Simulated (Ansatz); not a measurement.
# SnTe (F-43m) in Ansatz: notebook, part 2 of 2

Ansatz 0.2.0.

### Step 5. Band structure, HSEsol

File input:

```
crystal:
  lattice:
    - [0.0, 3.611146, 3.611146]
    - [3.611146, 0.0, 3.611146]
    - [3.611146, 3.611146, 0.0]
  atoms:
    - { symbol: Te, position: [0.25, 0.25, 0.25] }
    - { symbol: Sn, position: [0.0, 0.0, 0.0] }
hamiltonian:
  xc:
    exchange: hjs_pbesol
    correlation: pbesol
    exx: { coeff: 0.25, omega: 0.207 }
  pseudopotentials: { kind: paw }
kpoints:
  mp_grid: { grid: [4, 4, 4] }
  band_path:
    path:
      - [[0.0, 0.0, 0.0], [0.5, 0.0, 0.5], [0.5, 0.25, 0.75], [0.375, 0.375, 0.75], [0.0, 0.0, 0.0], [0.5, 0.5, 0.5], [0.625, 0.25, 0.625], [0.5, 0.25, 0.75], [0.5, 0.5, 0.5], [0.375, 0.375, 0.75]]
      - [[0.625, 0.25, 0.625], [0.5, 0.0, 0.5]]
    npoints: 4
scf:
  occupations: { method: fermi_dirac, width: 0.05 }
  n_extra_bands: 6
output:
  forces: true
  stress: true
  eigenvalues: true
  fatbands: false
```

Potentials or basis: Ansatz PAW.

Output:

```text
Warning: output.stress: scf.convergence.dr2_threshold = 1e-7 eV (the SCF's general default) is looser than the 2e-10 eV advised for a printed stress (1e-10 eV for each atom of the cell: 2). What an SCF threshold leaves in a stress goes as its square root, and in the free energy as the threshold itself, and one threshold admits the most on a small cell: of the crystals measured, under no hybrid functional and no lock of the moments, on runs that ended without the residual-converged pass, on stresses that held no estimate of that error, the worst erred by over 100 MPa in a component at 1e-7 eV an atom and by under 5 at 1e-10. Set scf.convergence.dr2_threshold to 2e-10 eV or tighter. The threshold is an SCF's pass mark: one that does not reach it within its budget of iterations ends unconverged, or closes short of it on a stop that the run arms, and scf.convergence.dr2_threshold's page says what that costs each kind of run
Warning: output.stress: scf.exx.energy_threshold = 1e-6 eV is looser than the 2e-8 eV advised for a stress under a hybrid functional (1e-8 eV for each atom of the cell: 2). Every SCF of the exchange loop can meet its threshold on dr2 while the loop round them stops early: no threshold on dr2 bounds what that leaves in the stress. Set scf.exx.energy_threshold to 2e-8 eV or tighter. The threshold is the loop's pass mark: a loop that does not reach it within its budget of cycles ends unconverged, and scf.exx.energy_threshold's page has the law
scf.n_extra_bands = 6 over 15 filled bands (N_el = 30.0): the run solves 21 bands
GPUs: using 1 of 1 available (devices: 1).
Engine: ansatz 0.2.0, x86_64-unknown-linux-gnu
Pseudopotentials: kind: paw
Pseudopotential: Te, paw, valence charge 16, recommended cutoff 420 eV (normal), Te.paw.azcp
Pseudopotential: Sn, paw, valence charge 14, recommended cutoff 420 eV (normal), Sn.paw.azcp
Functional definition: unnamed
  parameter a_1 = 0.25
  parameter omega_1 = 0.207/angstrom
  exchange = pbe_x(mu = 0.12345679012345678) + (-a_1)*hjs_pbesol_x_sr(omega_1) + a_1*exact_x_sr(omega_1)
  correlation = pbe_c(beta = 0.046)
[... 90 lines left out ...]
  E_aug_tail   = -0.000215  (compensation charges beyond the density's cutoff)
  E_ewald      = -2424.059948
  E_core_change = 0.555857  (= ΣΔE_core)
  E_smearing   = -0.002144  (= −TS)
  E_closure    = -0.000007  (closes the sum)
  Σ components = -12900.896048   (vs F -12900.896048, Δ=0.00e0)
--- Forces (eV/Å), atoms counted from 1 ---
  atom   1  Te     0.00000000    -0.00000000     0.00000000
  atom   2  Sn    -0.00000000     0.00000000     0.00000000
  max |Σ_I F_I| component: 3.61e-16 eV/Å
--- Stress (GPa, compression-positive) ---
       -1.546023       0.000000      -0.000000
       -0.000000      -1.546023       0.000000
       -0.000000       0.000000      -1.546023
  P = ⅓ Tr σ = -1.5460 GPa (-15.460 kbar)
--- Band table (eV; the first three rows and the last of 8) ---
  k-point 0: bands = ["-34.4365", "-34.4365", "-34.4365", "-34.4321", "-34.4321", "-19.3673", "-19.3673", "-19.3673", "-19.3540", "-19.3540", "-8.1033", "-0.9381", "2.4722", "2.4722", "2.4722", "6.0462", "6.0462", "6.0462", "9.1090", "11.7417", "11.7417"]
  k-point 1: bands = ["-34.4365", "-34.4365", "-34.4365", "-34.4321", "-34.4321", "-19.3677", "-19.3664", "-19.3664", "-19.3541", "-19.3541", "-7.8262", "-2.1080", "2.1456", "2.1456", "2.6465", "6.5784", "6.5784", "6.7853", "10.4615", "11.0812", "11.0812"]
  k-point 2: bands = ["-34.4365", "-34.4364", "-34.4364", "-34.4320", "-34.4320", "-19.3681", "-19.3656", "-19.3656", "-19.3540", "-19.3540", "-7.4782", "-3.0847", "1.8874", "1.8874", "2.4692", "6.9013", "6.9013", "8.6154", "10.7167", "11.5471", "12.1945"]
  k-point 7: bands = ["-34.4365", "-34.4364", "-34.4363", "-34.4320", "-34.4319", "-19.3695", "-19.3649", "-19.3637", "-19.3546", "-19.3538", "-7.2187", "-3.4725", "0.8567", "0.9776", "4.7274", "6.4308", "7.3023", "8.2708", "10.5233", "11.5864", "13.1813"]
```

bands.tsv:

```text
# k_distance	band_0	band_1	band_2	band_3	band_4	band_5	band_6	band_7	band_8	band_9	band_10	band_11	band_12	band_13	band_14	band_15	band_16	band_17	band_18	band_19	band_20
# fermi_ev = 4.907372
[... 58 lines left out ...]
5.430726	-39.343943	-39.343665	-39.343657	-39.339405	-39.339247	-24.277705	-24.271233	-24.271184	-24.262414	-24.260760	-12.130555	-8.395173	-3.929442	-3.693097	-0.816872	0.430736	3.920076	4.057920	5.468978	6.871307	7.894928
5.507621	-39.343953	-39.343651	-39.343649	-39.339406	-39.339232	-24.277911	-24.271101	-24.271088	-24.262498	-24.260685	-12.129837	-8.402191	-3.800522	-3.733519	-0.921423	0.212388	4.177186	4.227355	5.628515	6.731686	8.352415
5.584516	-39.343951	-39.343642	-39.343642	-39.339407	-39.339224	-24.277982	-24.271053	-24.271053	-24.262528	-24.260657	-12.130031	-8.404129	-3.747153	-3.747153	-0.973927	0.144471	4.287842	4.287842	5.651021	6.722163	8.642986
```

It took 78 s on 1 × NVIDIA H100 80GB HBM3 with 2 threads of AMD EPYC 7R13 (Zen 3), shared host; peak memory 2 GiB.

What came out:

```yaml
Free_energy: -12900.8960 eV
Pressure: -1.5 GPa
Band_gap_on_the_k_mesh: 0.32 eV, indirect (least direct gap 1.12 eV)
Band_gap_along_the_path: 0.32 eV, indirect (least direct gap 1.12 eV)
```

Levels at the corners of the path, in eV from the valence-band top:
| point | band 13 | band 14 | band 15 | band 16 | band 17 | band 18 |
| --- | --- | --- | --- | --- | --- | --- |
| Γ | -2.26 | -2.26 | -2.26 | 1.32 | 1.32 | 1.32 |
| X | -3.57 | -3.57 | -0.79 | 0.32 | 4.47 | 4.47 |
| W | -3.87 | -3.75 | 0.00 | 1.70 | 2.57 | 3.54 |
| K | -4.00 | -3.36 | -0.55 | 1.43 | 3.52 | 3.69 |
| Γ | -2.26 | -2.26 | -2.26 | 1.32 | 1.32 | 1.32 |
| L | -2.84 | -2.84 | -2.26 | 2.17 | 2.17 | 3.89 |
| U | -4.00 | -3.36 | -0.55 | 1.43 | 3.52 | 3.69 |
| W | -3.87 | -3.75 | 0.00 | 1.70 | 2.57 | 3.54 |
| L | -2.84 | -2.84 | -2.26 | 2.17 | 2.17 | 3.89 |
| K | -4.00 | -3.36 | -0.55 | 1.43 | 3.52 | 3.69 |
| U | -4.00 | -3.36 | -0.55 | 1.43 | 3.52 | 3.69 |
| X | -3.57 | -3.57 | -0.79 | 0.32 | 4.47 | 4.47 |

Caveat: spin-orbit coupling is left out, which moves the levels of the heavy elements; the PAW data sets come from PBE, with cores solved anew for the run's functional, which leaves a small shift of forces and pressure; the thresholds are loose for stress.

### Step 6. Summary

| level | gap on the mesh (eV) | pressure (GPa) |
| --- | --- | --- |
| B3LYP | 0.84 | 0.8 |
| HSE06 | 0.38 | -0.6 |
| HSE03 | 0.28 | -0.6 |
| HSEsol | 0.32 | -1.5 |

Alike in all rows: task band structure; potentials or basis Ansatz PAW; no spin polarisation; cell as given; k mesh 4 × 4 × 4; cutoff (eV) 420; smearing fermi-dirac 0.05 eV.

On the cell as given the gap runs from 0.28 eV (HSE03) to 0.84 eV (B3LYP). The pressure there spans -1.5 GPa (HSEsol) to 0.8 GPa (B3LYP); a positive pressure means that this level wants a larger cell, a negative one a smaller.

Caveats: spin-orbit coupling is left out, which moves the levels of the heavy elements; the PAW data sets come from PBE, with cores solved anew for the run's functional, which leaves a small shift of forces and pressure; the thresholds are loose for stress.

Total energies depend on the potentials used, so only differences within one code and one set of settings carry meaning.
